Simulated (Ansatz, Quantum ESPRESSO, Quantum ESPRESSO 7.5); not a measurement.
## Screening and band shifts of 2H-MoS2, 1 layer

How does 2H-MoS2, 1 layer respond to a gate-like field without added charge?

Calculated with Quantum ESPRESSO 7.5; plane-wave DFT, PBE, GBRV ultrasoft pseudopotentials (geometry and cross-check by Ansatz 0.2.0 with PAW datasets; geometry under PBE).

### Step 1. The structure

The cell holds 3 atoms: 2 S and 1 Mo. Cell: a = 3.180 Å, b = 3.180 Å, c = 20.263 Å, α = 90.0°, β = 90.0°, γ = 120.0°. It derives from MoS2. Vacuum lies along c.

### Step 2. Relaxation with Ansatz

The geometry comes first, from a plane-wave PAW code, so that the later runs on this slab share one structure.

Contents of input.yaml:

```yaml
crystal:
  lattice:
    - [3.18, 0.0, 0.0]
    - [-1.59, 2.753960784, 0.0]
    - [0.0, 0.0, 20.262597738]
  atoms:
    - { symbol: S, position: [0.3333333333, 0.6666666667, 0.419492116] }
    - { symbol: Mo, position: [0.0, 0.0, 0.5] }
    - { symbol: S, position: [0.3333333333, 0.6666666667, 0.580507884] }
kpoints:
  mp_grid: { grid: [12, 12, 1] }
hamiltonian:
  xc: pbe
scf:
  occupations: { method: fermi_dirac, width: 0.05 }
  convergence: { dr2_threshold: 1.0e-08 }
efield:
  axis: 3
  dipole_correction: true
  ramp_position: 0.97
  ramp_width: 0.04
relax:
  f_tol: 0.01
  cell: { fix: [c, alpha, beta] }
output:
  write_potential: true
  write_density: true
  volumetric_format: npy
```

Started as:

```bash
ansatz run input.yaml --threads 4 --pin off --max-ram 8192MiB --backend cpu --events-out ev --progress --plain --runs-dir out
```

Numbers of over 12 decimals in the logs are rounded to 6 here.

Output:

```text
Warning: relax.cell: scf.convergence.dr2_threshold = 1e-8 eV is looser than the 3e-10 eV advised for a relaxation that steers and ends on the stress (1e-10 eV for each atom of the cell: 3). What an SCF threshold leaves in a stress goes as its square root, and in the free energy as the threshold itself, and one threshold admits the most on a small cell: [figures from the program's tests cut] Set scf.convergence.dr2_threshold to 3e-10 eV or tighter. The threshold is an SCF's pass mark: one that does not reach it within its budget of iterations ends unconverged, or closes short of it on a stop that the run arms, and scf.convergence.dr2_threshold's page says what that costs each kind of run
Engine: ansatz 0.2.0, aarch64-unknown-linux-gnu
Pseudopotentials: kind: paw
Pseudopotential: S, paw, valence charge 6, recommended cutoff 420 eV (normal), S.paw.azcp
Pseudopotential: Mo, paw, valence charge 14, recommended cutoff 420 eV (normal), Mo.paw.azcp
Functional definition: PBE
  parameter kappa = 0.804
  parameter beta = 0.066725
  exchange = pbe_x(kappa = kappa, mu = beta*pi^2/3)
  correlation = pbe_c(beta = beta)
Crystal: 3 atoms, lattice volume = 177.452 Å³
Basis set: ecut = 420 eV, 3499 PW (Γ), exchange–correlation on 48×48×288 points (8 copies of the dense FFT grid, shifted against one another)
Bands: 17, of which v1, the nominal top of the filled ones, is band 13 counted from 1 (12 counted from 0)
Symmetry: 6 space group operations
k-points: 19 of 144 (time reversal used)
Non-local potential: S, projectors of the file, l = 0: 2, l = 1: 2, l = 2: 2
Non-local potential: Mo, projectors of the file, l = 0: 3, l = 1: 2, l = 2: 2, l = 3: 1
PAW form: soft (Blöchl's): semilocal exchange-correlation on the pseudo side does not see the compensation charge
PAW one-centre angular grid: S, 110 points (default); XC on 64 Gauss nodes
PAW one-centre angular grid: Mo, 590 points (default); XC on 64 Gauss nodes
Initial density: superposition of atomic densities (neutral atoms: chi_scale 0, normalization atom), corrected by the library's trained network
Initial wavefunctions: pseudopotential atomic-orbital guess
Functional: x = pbe(κ = 0.804, μ = 0.219515), c = pbe(β = 0.066725)
SCF iter   1: F=—  HF=-6762.728863 eV  |F-HF|=—  |Δ(HF+E_count)|=         —  Δρ=3.00e-3  dr2=4.93e-3  ethr=1.77e-3  p=0.000 e·Å  D=1.38e-4 V/Å  ΔV_dip=-0.00 eV  dr2_dipole=2.55e-7  V_vac-E_F(+/−)=5.12/5.13 eV  ⟨swp⟩=10.0  Hψ=2348  notcnv=0
efield: sawtooth ramp at fractional position 0.9700 (set: `efield.ramp_position`, or a place that a band, a saddle search or an elastic batch's reference lends), width 0.0400; the density the first Hamiltonian is built on has a dipole p = 0.000 e·Å; the dipole correction subtracts the counter field D = 1.38e-4 V/Å, which shifts the + side's vacuum level by -0.00 eV against the − side's; the planar-averaged density in the ramp window peaks in size at 2.8e-5 e/Å³
preconditioner: auto → none  [insulator: Δε(μ)=1.673 eV  Ē_g=7.767 eV  σ=0.050 eV  W_gap=1.00  n_scr=12 (ndim 8)  ℏωp=11.8 eV  f_vac=0.660  D(μ)=0.00/eV (n_scr^D=0)  ε∞_Penn≈3.3]
SCF iter   2: F=—  HF=-6762.735216 eV  |F-HF|=—  |Δ(HF+E_count)|=   6.35e-3  Δρ=1.83e-3  dr2=7.11e-3  ethr=1.90e-5  p=-0.000 e·Å  D=-2.23e-4 V/Å  ΔV_dip=0.00 eV  dr2_dipole=5.36e-6  V_vac-E_F(+/−)=5.13/5.13 eV  ⟨swp⟩=2.2  Hψ=760  notcnv=0
SCF iter   3: F=—  HF=-6762.737950 eV  |F-HF|=—  |Δ(HF+E_count)|=   2.73e-3  Δρ=1.88e-3  dr2=1.61e-2  ethr=1.90e-5  p=0.001 e·Å  D=9.18e-4 V/Å  ΔV_dip=-0.02 eV  dr2_dipole=5.58e-5  V_vac-E_F(+/−)=4.98/5.00 eV  ⟨swp⟩=2.1  Hψ=551  notcnv=0  recentre
SCF iter   4: F=—  HF=-6762.735416 eV  |F-HF|=—  |Δ(HF+E_count)|=   2.53e-3  Δρ=1.24e-3  dr2=7.04e-4  ethr=1.90e-5  p=-0.000 e·Å  D=-3.64e-4 V/Å  ΔV_dip=0.01 eV  dr2_dipole=1.13e-5  V_vac-E_F(+/−)=5.08/5.08 eV  ⟨swp⟩=2.0  Hψ=432  notcnv=0
SCF iter   5: F=—  HF=-6762.737106 eV  |F-HF|=—  |Δ(HF+E_count)|=   1.69e-3  Δρ=2.75e-4  dr2=8.18e-5  ethr=2.71e-6  p=0.000 e·Å  D=4.17e-4 V/Å  ΔV_dip=-0.01 eV  dr2_dipole=1.26e-5  V_vac-E_F(+/−)=5.04/5.04 eV  ⟨swp⟩=2.0  Hψ=466  notcnv=0
SCF iter   6: F=—  HF=-6762.737117 eV  |F-HF|=—  |Δ(HF+E_count)|=   1.13e-5  Δρ=2.69e-5  dr2=1.26e-6  ethr=3.15e-7  p=-0.000 e·Å  D=-3.47e-5 V/Å  ΔV_dip=0.00 eV  dr2_dipole=6.58e-8  V_vac-E_F(+/−)=5.04/5.04 eV  ⟨swp⟩=2.1  Hψ=482  notcnv=0
SCF iter   7: F=—  HF=-6762.737103 eV  |F-HF|=—  |Δ(HF+E_count)|=   1.44e-5  Δρ=1.54e-5  dr2=1.83e-7  ethr=4.86e-9  p=0.000 e·Å  D=1.55e-6 V/Å  ΔV_dip=-0.00 eV  dr2_dipole=1.03e-9  V_vac-E_F(+/−)=5.04/5.04 eV  ⟨swp⟩=2.1  Hψ=548  notcnv=0
SCF iter   8: F=—  HF=-6762.737103 eV  |F-HF|=—  |Δ(HF+E_count)|=   4.00e-7  Δρ=3.70e-6  dr2=1.36e-8  ethr=7.04e-10  p=-0.000 e·Å  D=-9.75e-6 V/Å  ΔV_dip=0.00 eV  dr2_dipole=1.03e-9  V_vac-E_F(+/−)=5.04/5.04 eV  ⟨swp⟩=2.0  Hψ=563  notcnv=0
SCF iter   9: F=-6762.737103 eV  HF=-6762.737103 eV  |F-HF|=3.18e-8  |Δ(HF+E_count)|=   6.74e-8  Δρ=1.51e-6  dr2=1.45e-9  ethr=3.85e-11  p=-0.000 e·Å  D=-1.59e-6 V/Å  ΔV_dip=0.00 eV  dr2_dipole=6.31e-12  V_vac-E_F(+/−)=5.04/5.04 eV  ⟨swp⟩=9.9  Hψ=2199  notcnv=0
SCF 1 converged in 9 iterations: F = -6762.737103 eV  dr2 = 1.45e-9
  greatest PAW one-centre occupation: 0.998 electrons in one spin orbital (limit 2), on the Mo atom at site 1 (counted from 0), in its partial waves of l = 0
relax step   1: F+E_penalty+E_count = -6762.73710330 eV  Δ(F+E_penalty+E_count) = +0.000e0 eV  max|allowed force component| = 1.139e0 eV/Å  Δτ_max = 0.0000 Å  P = -1.746 GPa  Ω = 177.452 Å³  fix = [c, alpha, beta]  reactions: c -3.354 GPa  (9 SCF iters, accepted)
Crystal: 3 atoms, lattice volume = 183.165 Å³
Basis set: ecut = 420 eV, 3631 PW (Γ), exchange–correlation on 48×48×288 points (8 copies of the dense FFT grid, shifted against one another)
Initial density: handed on by an earlier stage of this run
Initial wavefunctions: those handed on with the density
iter 1 solved again at ethr=2.20e-4 eV; its pass at ethr=3.10e-3 eV (dr2=5.72e-2 eV) is discarded
SCF iter   1: F=—  HF=-6762.768720 eV  |F-HF|=—  |Δ(HF+E_count)|=         —  Δρ=5.80e-3  dr2=6.68e-2  ethr=2.20e-4  p=-0.000 e·Å  D=-1.60e-6 V/Å  ΔV_dip=0.00 eV  dr2_dipole=1.05e-11  V_vac-E_F(+/−)=5.16/5.16 eV  ⟨swp⟩=1.8  Hψ=2466  notcnv=0
[...]
SCF iter   7: F=—  HF=-6762.815595 eV  |F-HF|=—  |Δ(HF+E_count)|=   3.64e-5  Δρ=1.49e-5  dr2=1.80e-6  ethr=1.19e-7  p=0.000 e·Å  D=8.04e-5 V/Å  ΔV_dip=-0.00 eV  dr2_dipole=4.01e-7  V_vac-E_F(+/−)=5.09/5.09 eV  ⟨swp⟩=2.1  Hψ=442  notcnv=0
SCF iter   8: F=—  HF=-6762.815582 eV  |F-HF|=—  |Δ(HF+E_count)|=   1.32e-5  Δρ=3.42e-6  dr2=1.25e-8  ethr=6.91e-9  p=0.000 e·Å  D=6.42e-6 V/Å  ΔV_dip=-0.00 eV  dr2_dipole=1.36e-10  V_vac-E_F(+/−)=5.09/5.09 eV  ⟨swp⟩=2.1  Hψ=448  notcnv=0
SCF iter   9: F=-6762.815582 eV  HF=-6762.815582 eV  |F-HF|=3.76e-9  |Δ(HF+E_count)|=   1.55e-9  Δρ=1.19e-6  dr2=4.61e-9  ethr=3.85e-11  p=-0.000 e·Å  D=-4.95e-6 V/Å  ΔV_dip=0.00 eV  dr2_dipole=1.98e-11  V_vac-E_F(+/−)=5.09/5.09 eV  ⟨swp⟩=10.7  Hψ=2383  notcnv=0
SCF 3 converged in 9 iterations: F = -6762.815582 eV  dr2 = 4.61e-9
relax step   3: F+E_penalty+E_count = -6762.81558222 eV  Δ(F+E_penalty+E_count) = -6.104e-2 eV  max|allowed force component| = 8.208e-2 eV/Å  Δτ_max = 0.0660 Å  P = -0.166 GPa  Ω = 178.217 Å³  energy of the carried Pulay correction = -2.451e-5 eV  fix = [c, alpha, beta]  reactions: c -0.232 GPa  (9 SCF iters, accepted)
[...]
relax step   4: F+E_penalty+E_count = -6762.81599527 eV  Δ(F+E_penalty+E_count) = -4.131e-4 eV  max|allowed force component| = 6.422e-3 eV/Å  Δτ_max = 0.0034 Å  P = -0.014 GPa  Ω = 177.994 Å³  energy of the carried Pulay correction = -1.739e-5 eV  fix = [c, alpha, beta]  reactions: c -0.019 GPa  (7 SCF iters, accepted)
Initial wavefunctions: pseudopotential atomic-orbital guess (no wavefunctions were taken with the density)
iter 1 solved again at ethr=1.78e-7 eV; its pass at ethr=3.10e-3 eV (dr2=4.63e-5 eV) is discarded
SCF iter   1: F=—  HF=-6762.815812 eV  |F-HF|=—  |Δ(HF+E_count)|=         —  Δρ=1.91e-5  dr2=1.62e-8  ethr=1.78e-7  p=-0.000 e·Å  D=-1.13e-6 V/Å  ΔV_dip=0.00 eV  dr2_dipole=1.92e-11  V_vac-E_F(+/−)=5.09/5.09 eV  ⟨swp⟩=4.5  Hψ=3571  notcnv=0
efield: sawtooth ramp at fractional position 0.9700 (set: `efield.ramp_position`, or a place that a band, a saddle search or an elastic batch's reference lends), width 0.0400; the density the first Hamiltonian is built on has a dipole p = -0.000 e·Å; the dipole correction subtracts the counter field D = -1.13e-6 V/Å, which shifts the + side's vacuum level by +0.00 eV against the − side's; the planar-averaged density in the ramp window peaks in size at 2.1e-6 e/Å³
eigensolver tolerance schedule: the retry pair's looser diagonalisation over-reported the residual by 2865.62 of it (diagonalisation noise at 0.20 of the residual, at the tolerance the schedule requests for it); recorded, not acted on — ethr = c·dr2/N_el stays at c = 1.0e-1
preconditioner: auto → none  [insulator: Δε(μ)=1.657 eV  Ē_g=8.018 eV  σ=0.050 eV  W_gap=1.00  n_scr=12 (ndim 8)  ℏωp=11.8 eV  f_vac=0.668  D(μ)=0.00/eV (n_scr^D=0)  ε∞_Penn≈3.2]
SCF iter   2: F=—  HF=-6762.815958 eV  |F-HF|=—  |Δ(HF+E_count)|=   1.46e-4  Δρ=9.61e-6  dr2=9.46e-9  ethr=3.85e-11  p=0.000 e·Å  D=1.99e-6 V/Å  ΔV_dip=-0.00 eV  dr2_dipole=4.57e-10  V_vac-E_F(+/−)=5.09/5.09 eV  ⟨swp⟩=10.0  Hψ=2930  notcnv=0
SCF iter   3: F=—  HF=-6762.815997 eV  |F-HF|=—  |Δ(HF+E_count)|=   3.90e-5  Δρ=4.89e-6  dr2=8.19e-8  ethr=3.64e-11  p=-0.000 e·Å  D=-1.53e-5 V/Å  ΔV_dip=0.00 eV  dr2_dipole=1.27e-8  V_vac-E_F(+/−)=5.09/5.09 eV  ⟨swp⟩=3.8  Hψ=681  notcnv=0  recentre
SCF iter   4: F=—  HF=-6762.816009 eV  |F-HF|=—  |Δ(HF+E_count)|=   1.29e-5  Δρ=1.63e-6  dr2=1.10e-8  ethr=3.64e-11  p=0.000 e·Å  D=5.54e-6 V/Å  ΔV_dip=-0.00 eV  dr2_dipole=2.42e-9  V_vac-E_F(+/−)=5.09/5.09 eV  ⟨swp⟩=3.4  Hψ=590  notcnv=0
SCF iter   5: F=-6762.816013 eV  HF=-6762.816011 eV  |F-HF|=1.79e-6  |Δ(HF+E_count)|=   1.79e-6  Δρ=9.00e-7  dr2=5.94e-10  ethr=3.64e-11  p=-0.000 e·Å  D=-1.99e-6 V/Å  ΔV_dip=0.00 eV  dr2_dipole=8.52e-11  V_vac-E_F(+/−)=5.09/5.09 eV  ⟨swp⟩=9.0  Hψ=2054  notcnv=0
SCF 5 converged in 5 iterations: F = -6762.816013 eV  dr2 = 5.94e-10
relax step   5: F+E_penalty+E_count = -6762.81601305 eV  Δ(F+E_penalty+E_count) = -1.777e-5 eV  max|allowed force component| = 6.442e-3 eV/Å  Δτ_max = 0.0000 Å  P = -0.013 GPa  Ω = 177.994 Å³  fix = [c, alpha, beta]  reactions: c -0.018 GPa  stress off target by 1.11e-2 GPa on what of the cell is left free  SCF on the basis re-selected at this cell (its energy is not comparable with the rows above)  (5 SCF iters)
basis re-selected at this cell: Δ(F+E_penalty+E_count) = -1.777e-5 eV, ΔP = +0.000 GPa vs the last step (what re-selecting the basis moved, of the pressure what is left beyond the Pulay correction that the steps carried, after the strain that the cell walked since its last selection, with what the two solves' SCF thresholds leave and, on support functions, any second-order correction that the steps lacked; it is no m [...]
WARN: The input density's exchange-correlation potential varies sharply where the density is thin. Do not read a vacuum level from v_tot or v_xc, or from such a field of the output density. On a cell that repeats whose density bears no net charge and no dipole along the vacuum's axis use v_es (v_loc + v_h of the components); under efield.dipole_correction with no amplitude use v_es + v_field, which holds any external [...]
SCF converged after 5 iterations
Free energy (F): -6762.816013 eV
Harris-Foulkes:  -6762.816011 eV  (|F-HF|=1.79e-6)
Internal energy: -6762.816013 eV  (E = F + TS)
E sigma→0 (E₀):  -6762.816013 eV
Fermi energy:    -0.222144 eV
Dipole field:    D = 0.000011 V/Å  (p = 0.000011 e·Å, saw-weighted, corrected)
Work function:   Φ+ = 5.0921 eV   Φ− = 5.0924 eV
Levels:          The Fermi level and band energies are counted from a zero that moves with the ramp; work functions are not
--- Per-component energies (eV) ---
  E_band       = -449.420573
  E_kinetic    = 654.870620
  E_local      = -16265.346485  (includes V_loc(G=0)·N_el)
  E_nonlocal   = 199.059969
  E_hartree    = 7759.796305
  E_xc         = -378.026055
  E_vxc        = -404.332032  (∫ρ·V_xc dr)
  E_paw        = -4401.469055  (= ΣΔE_a)
  E_vpaw       = -153.265968  (= ΣTr[D̂ρ^β])
  E_aug_tail   = 0.000043  (compensation charges beyond the density's cutoff)
  E_efield     = 0.000000  (sawtooth field / dipole correction)
  E_vefield    = -0.000059  (∫n·V_field dr)
  E_ewald      = 5668.298645
  E_smearing   = -0.000000  (= −TS)
  E_closure    = -0.000000  (closes the sum)
  Σ components = -6762.816013   (vs F -6762.816013, Δ=0.00e0)
--- Forces (eV/Å), atoms counted from 1 ---
  atom   1  S      0.00000000     0.00000000     0.00644055
  atom   2  Mo     0.00000000     0.00000000    -0.00000539
  atom   3  S     -0.00000000     0.00000000    -0.00643989
  max |Σ_I F_I| component: 4.73e-6 eV/Å
--- Stress (GPa, compression-positive) ---
       -0.011081       0.000000       0.000000
        0.000000      -0.011081       0.000000
        0.000000       0.000000      -0.018058
  P = ⅓ Tr σ = -0.0134 GPa (-0.134 kbar)
--- Band table (eV; the first three rows and the last of 19) ---
  k-point 0: bands = [... 9 lower, -2.8359, -2.5738, -2.5738, -1.0709, 1.6828, 1.6828, 1.9298, 1.9298]
  k-point 1: bands = [... 9 lower, -3.3277, -2.7361, -2.2382, -1.1229, 1.5496, 1.6543, 1.8146, 1.8613]
  k-point 2: bands = [... 9 lower, -3.2732, -3.1187, -2.1460, -1.3569, 1.2250, 1.4960, 1.5466, 2.2709]
  k-point 18: bands = [... 9 lower, -4.6116, -3.9318, -3.2115, -1.0894, 0.5857, 1.9892, 2.4555, 3.7711]
--- Relaxed structure (4 steps of the walk, 4 accepted, 1 SCFs on fresh bases) ---
  F+E_penalty+E_count = -6762.81601305 eV   max|allowed force component| = 6.442e-3 eV/Å   (the final SCF, on the basis selected at the relaxed cell)
  cell:  # Å, volume = 177.9941 Å³
    - [3.184856, 0, 0]
    - [-1.592428, 2.758167, 0]
    - [0, 0, 20.262597738]
  atoms:
    - { symbol: S, position: [0.333333, 0.666667, 0.422864] }
    - { symbol: Mo, position: [0, -2.878355989888597e-17, 0.500000] }
    - { symbol: S, position: [0.333333, 0.666667, 0.577136] }
```

It took 6.3 s on 4 threads of Arm Neoverse V2, shared host; peak memory 0.45 GiB.

Relaxation path:

```tsv
step	energy less that of the first step (eV)	largest force component (eV/Å)	pressure (GPa)	volume (Å³)
1	0.0000	1.1387	-1.75	177.45
2	-0.0174	0.9256	0.63	183.16
3	-0.0785	0.0821	-0.17	178.22
4	-0.0789	0.0064	-0.01	177.99
5*	-0.0789	0.0064	-0.01	177.99
```

Relaxation steps marked * repeat the geometry before them on a plane-wave basis chosen anew for their cell, so energy and pressure can jump there.

Forces are held to the 6 operations that the run works with; a distortion that breaks them can't arise in this run.

```tsv
cell as run	before	after	change
a (Å)	3.180	3.185	+0.2 %
b (Å)	3.180	3.185	+0.2 %
```

The atoms that moved most (Å, along periodic axes as changes of fractional coordinates times the final cell, across vacuum about the mean position):

```tsv
atom	dx	dy	dz	length
S1	0.000	0.000	0.068	0.068
S3	0.000	0.000	-0.068	0.068
```

Final coordinates:

```xyz
3
Lattice="3.1849 0.0000 0.0000 -1.5924 2.7582 0.0000 0.0000 0.0000 20.2626" Properties=species:S:1:pos:R:3
S     0.0000    1.8388    8.5683
Mo    0.0000    0.0000   10.1313
S     0.0000    1.8388   11.6943
```

This step gave:

* free energy: -6762.8160 eV
* Fermi energy: -0.2221 eV
* gap by band count: 1.657 eV
* symmetry operations: 6
* dipole along the normal: 1.10e-5 e·Å
* vacuum level at the upper face over a Fermi level inside the gap: 5.092 eV
* vacuum level at the lower face over a Fermi level inside the gap: 5.092 eV

(Part 1 of 6 ends here.)

[Logs are printed without paths, hosts, clocks, repeated set-up lines and the standing remarks that a program may print on its own settings, such as how far it seeks lower states.]

[Hosts, paths, dates, database ids (printed as entryN), source tags and the programs' standing remarks are cut or masked in the printed files.]

[Maps of the electrostatic potential energy from Ansatz leave out the sawtooth potential of an applied field or a dipole correction, so their vacuum need not be flat; planar profiles and work functions include it.]
